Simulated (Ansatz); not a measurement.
Sn in Ansatz: the effect of target pressure

Sn:

```
Sn
1.0
    -2.94014    2.94014    1.59930
     2.94014   -2.94014    1.59930
     2.94014    2.94014   -1.59930
Sn
2
Direct
  0.00000 0.00000 0.00000
  0.75000 0.25000 0.50000
```

Alike in all runs:

| Item | Value |
| --- | --- |
| Program | Ansatz 0.2.0 |
| Task | relaxation of cell and atoms |
| Functional | PBEsol |
| Potentials or basis | Ansatz PAW |
| Cutoff | 420 eV (not typed: the program's choice for these potentials) |
| k mesh | 9 × 9 × 9 |
| Occupations | fermi-dirac, width 0.05 eV |
| Spin | no spin polarisation |

Each run relaxes the cell or the atoms first.

| target pressure | relaxed volume (Å³/atom) |
| --- | --- |
| 0 GPa | ? |
| 2 GPa | 26.00 |
| 5 GPa | 24.94 |
| 10 GPa | 23.58 |
| 20 GPa | 21.71 |
| 30 GPa | 20.39 |

What does the run with target pressure 0 GPa give?

Relaxed volume 26.89 Å³/atom.

Worked out: In Murnaghan's law V^(-B') rises as a straight line in P. The other rows fit best with B' = 4.1, V0 = 26.82 Å³/atom and B0 = 59 GPa, which gives 26.82 Å³/atom at 0 GPa, against the run's 26.89.

Caveats: the plane-wave basis is chosen anew once the cell has moved, so the energies of steps on either side of that aren't comparable; the PAW data sets come from PBE, with cores solved anew for the run's functional, which leaves a small shift of forces and pressure; the volume moved by over 15 % at a fixed basis, so the end points are rough (some runs).
